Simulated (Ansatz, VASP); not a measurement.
KCl in VASP and in Ansatz

File INCAR:

```
  PREC = Accurate
  ENCUT = 520
  EDIFF = 1E-8
  ISMEAR = -1
  SIGMA = 0.03
  LREAL = F
  LASPH = T
  NELM = 80
  ALGO = Normal
  ISIF = 2
  LWAVE = F
  LCHARG = F
  GGA = PE
  LEFG = T
  NBANDS = 15
```

KPOINTS

```
regular mesh
0
Gamma
  7 7 7
```

POSCAR

```
KCl
1.0
    0.0000000000      3.1561000000      3.1561000000
    3.1561000000      0.0000000000      3.1561000000
    3.1561000000      3.1561000000      0.0000000000
K Cl
1 1
Direct
    0.0000000000      0.0000000000      0.0000000000
    0.5000000000      0.5000000000      0.5000000000
```

Input for Ansatz:

```yaml
crystal:
  lattice:
    - [0.0, 3.1561, 3.1561]
    - [3.1561, 0.0, 3.1561]
    - [3.1561, 3.1561, 0.0]
  atoms:
    - { symbol: K, position: [0.0, 0.0, 0.0] }
    - { symbol: Cl, position: [0.5, 0.5, 0.5] }
kpoints:
  mp_grid: { grid: [7, 7, 7] }
  band_path:
    path:
      - [0.0, 0.0, 0.0]
      - [0.5, 0.0, 0.5]
      - [0.625, 0.25, 0.625]
      - [0.375, 0.375, 0.75]
      - [0.0, 0.0, 0.0]
      - [0.5, 0.5, 0.5]
      - [0.5, 0.25, 0.75]
      - [0.5, 0.0, 0.5]
    npoints: 14
scf:
  occupations: { method: fermi_dirac, width: 0.03 }
hamiltonian:
  xc: pbe
  pseudopotentials: { kind: paw }
output:
  forces: true
  stress: true
  eigenvalues: true
  efg: { contact_densities: true }
  populations: true
basis:
  ecutwfc: "40.4 Ry"
```

Alike in both runs: task electric field gradients; functional PBE; k mesh 7 × 7 × 7; occupations fermi-dirac, width 0.03 eV; no spin polarisation.

|  | VASP | Ansatz |
| --- | --- | --- |
| version | VASP 6.6.1 | Ansatz 0.2.0 |
| potentials or method | VASP PAW PBE potentials, release 64 (K_sv, Cl) | PAW with Ansatz's default frozen-core files, scalar-relativistic |
| plane-wave cutoff (eV) | 520 | 550 |
| valence electrons in the cell | 16 | 16 |

```tsv
	VASP	Ansatz	Ansatz less VASP
gap on the k mesh at the Fermi level (eV)	5.16	5.16	+0.002
pressure (GPa)	0.6	0.6	-0.02
```

Caveats: an odd mesh through Γ misses points on the zone boundary, where band edges often lie.
